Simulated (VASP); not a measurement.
# CsPbBr₃: convergence, relaxation of the cell

CsPbBr₃, Pm-3m (no. 221), 5 atoms in the cell. AM05; PAW potentials Pb_d, Cs_sv, Br (PBE set). VASP 6.6.1. The cell is changed on purpose: volume scaled by 1.06.

Wanted: cell volume within 0.05 %; lattice lengths within 0.03 %; shortest distances from each atom, periodic images included within 0.002 Å.

What the run is for: cell; Accuracy asked: tight.

The series start from Plane-wave cutoff (eV): 360; k-point mesh: 3 × 3 × 3; Relaxation passes: 2; Ionic threshold (EDIFFG): -0.005; Electronic threshold (eV): 1e-6; Precision mode (PREC): Accurate; Relaxation algorithm: IBRION=2 POTIM=0.5. Each series keeps the choices made before it, and each single choice may use up half of a tolerance. Times cover all steps of a run.

## Plane-wave cutoff (eV)

| Plane-wave cutoff (eV) | Cell volume (Å³) | Lattice lengths, largest deviation against the largest value | Shortest distances from each atom, periodic images included, largest deviation (Å) | Time (s) |
|---|---|---|---|---|
| 240 | 203 | 0.51 % | 0.0212 | 57 |
| 280 | 205.5 | 0.093 % | 0.0039 | 82 |
| 310 | 204.8 | 0.21 % | 0.0088 | 76 |
| 360 | 205.1 | 0.15 % | 0.0065 | 120 |
| 420 | 205.9 | 0.03 % | 0.0012 | 82 |
| 500 | 205.9 | 0.028 % | 0.0012 | 122 |
| 620 (reference) | 206.1 | 0 % | 0.0000 | 131 |

Chosen: 620; the next looser run is off by more than half of the tolerance, so convergence isn't shown beyond this value.

## k-point mesh

| k-point mesh | Cell volume (Å³) | Lattice lengths, largest deviation against the largest value | Shortest distances from each atom, periodic images included, largest deviation (Å) | Time (s) |
|---|---|---|---|---|
| 2 × 2 × 2 | 222.3 | 2.1 % | 0.0891 | 115 |
| 3 × 3 × 3 | 206.1 | 0.42 % | 0.0175 | 131 |
| 4 × 4 × 4 | 210.5 | 0.29 % | 0.0121 | 161 |
| 5 × 5 × 5 (reference) | 208.7 | 0 % | 0.0000 | 183 |

Chosen: 5 × 5 × 5; the next looser run is off by more than half of the tolerance, so convergence isn't shown beyond this value.

## Relaxation passes

| Relaxation passes | Cell volume (Å³) | Lattice lengths, largest deviation against the largest value | Shortest distances from each atom, periodic images included, largest deviation (Å) | Time (s) |
|---|---|---|---|---|
| 1 | 208.7 | 0 % | 0.0000 | 147 |
| 2 | 208.7 | 0 % | 0.0000 | 183 |
| 3 (reference) | 208.7 | 0 % | 0.0000 | 217 |

Chosen: 1, the loosest value from which every tighter one stays within half of the tolerance.

## Ionic threshold (EDIFFG)

| Ionic threshold (EDIFFG) | Cell volume (Å³) | Lattice lengths, largest deviation against the largest value | Shortest distances from each atom, periodic images included, largest deviation (Å) | Time (s) |
|---|---|---|---|---|
| -0.05 | 210.5 | 0.25 % | 0.0105 | 107 |
| -0.02 | 209.1 | 0.022 % | 0.0009 | 129 |
| -0.01 | 209.1 | 0.022 % | 0.0009 | 129 |
| -0.005 | 208.7 | 0.047 % | 0.0019 | 147 |
| -0.002 (reference) | 209 | 0 % | 0.0000 | 179 |

Chosen: -0.002; the next looser run is off by more than half of the tolerance, so convergence isn't shown beyond this value.

## Electronic threshold (eV)

| Electronic threshold (eV) | Cell volume (Å³) | Lattice lengths, largest deviation against the largest value | Shortest distances from each atom, periodic images included, largest deviation (Å) | Time (s) |
|---|---|---|---|---|
| 0.0001 | 206.8 | 0.31 % | 0.0131 | 125 |
| 1e-5 | 208.8 | 0.0052 % | 0.0002 | 298 |
| 1e-6 | 209 | 0.027 % | 0.0011 | 179 |
| 1e-7 (reference) | 208.8 | 0 % | 0.0000 | 141 |

Chosen: 1e-7; the next looser run is off by more than half of the tolerance, so convergence isn't shown beyond this value.

## Precision mode (PREC)

| Precision mode (PREC) | Cell volume (Å³) | Lattice lengths, largest deviation against the largest value | Shortest distances from each atom, periodic images included, largest deviation (Å) | Time (s) |
|---|---|---|---|---|
| Normal | 208.8 | 0.0051 % | 0.0002 | 82 |
| Accurate (reference) | 208.8 | 0 % | 0.0000 | 141 |

Chosen: Normal.

## Relaxation algorithm

| Relaxation algorithm | Cell volume (Å³) | Lattice lengths, largest deviation against the largest value | Shortest distances from each atom, periodic images included, largest deviation (Å) | Time (s) |
|---|---|---|---|---|
| IBRION=2 POTIM=0.5 | 208.8 | 0 % | 0.0000 | 82 |
| IBRION=2 POTIM=0.2 | 208.8 | 0.0018 % | 0.0001 | 93 |
| IBRION=1 POTIM=0.5 | 208.8 | 0.0096 % | 0.0004 | 90 |
| IBRION=1 POTIM=0.2 | 208.7 | 0.0054 % | 0.0002 | 84 |

Chosen: IBRION=2 POTIM=0.5; no other choice that stays within half of the tolerance saves 30 % of the time.

## All choices together

| Input | Cell volume (Å³) | Lattice lengths, largest deviation against the largest value | Shortest distances from each atom, periodic images included, largest deviation (Å) | Time (s) |
|---|---|---|---|---|
| the program's defaults (naive) | 201.6 | 1.2 % | 0.0490 | 12 |
| chosen settings | 208.8 | 0.0051 % | 0.0002 | 82 |
| reference settings throughout | 208.8 | 0 % | 0.0000 | 216 |

The chosen settings stay within the tolerance of the reference run, but the reference itself isn't shown to be converged in: Plane-wave cutoff (eV), k-point mesh, Ionic threshold (EDIFFG), Electronic threshold (eV).

Values of the reference run: Lattice lengths: 5.933, 5.933, 5.933 Å.

## The input

INCAR.step1:
```
GGA      = AM             # functional
ISMEAR   = 0              # smearing method
SIGMA    = 0.03           # smearing width, eV
LWAVE    = F              # write WAVECAR
LCHARG   = F              # write CHGCAR
NSW      = 80             # ionic steps
PREC     = Normal         # precision mode
LASPH    = T              # aspherical terms in the spheres
LREAL    = F              # projectors in reciprocal space
ALGO     = Normal         # electronic algorithm
EDIFF    = 1E-7           # SCF threshold, eV
NELM     = 120            # most SCF steps
GGA_COMPAT= F            
IBRION   = 2              # ionic algorithm
ISIF     = 3              # what is computed and relaxed
EDIFFG   = -0.002         # ionic threshold
NELMIN   = 4            
ENCUT    = 620            # plane-wave cutoff, eV
EFERMI   = MIDGAP       
POTIM    = 0.5            # step
```

INCAR.step2, as INCAR.step1 but for:
```
- NSW = 80
- IBRION = 2
- ISIF = 3
- EDIFFG = -0.002
- NELMIN = 4
- POTIM = 0.5
+ ISIF = 2
```

KPOINTS:
```
Automatic mesh
0
Gamma
  5 5 5
  0 0 0
```

POSCAR.step1:
```
CsPbBr3
1.0
    5.9851272676      0.0000000000      0.0000000000
    0.0000000000      5.9851272676      0.0000000000
    0.0000000000      0.0000000000      5.9851272676
Pb Cs Br
1 1 3
Direct
    0.5000000000      0.5000000000      0.5000000000
    0.0000000000      0.0000000000      0.0000000000
    0.5000000000      0.5000000000      0.0000000000
    0.5000000000      0.0000000000      0.5000000000
    0.0000000000      0.5000000000      0.5000000000
```

Commands (each step's output is kept before the next begins):
```
cat potpaw_PBE.64/Pb_d/POTCAR potpaw_PBE.64/Cs_sv/POTCAR potpaw_PBE.64/Br/POTCAR > POTCAR
cp INCAR.step1 INCAR
cp POSCAR.step1 POSCAR
mpirun -np 1 vasp_std > vasp.out
cp CONTCAR POSCAR
cp INCAR.step2 INCAR
mpirun -np 1 vasp_std > vasp.out
```

The chosen input took VASP 6.6.1 82 s on 1 core (Intel Xeon 6975P-C (Granite Rapids)), a shared host.

## An input that fails: cell relaxed at a low cutoff

What the run shows: EDDAV: Call to ZHEGV failed. Returncode = 14 2 16.

Changes against the starting input:
```
(all steps)
- PREC = Accurate
- NELM = 120
- ENCUT = 360
+ PREC = Low
+ NELM = 67
+ ENCUT = 170
```
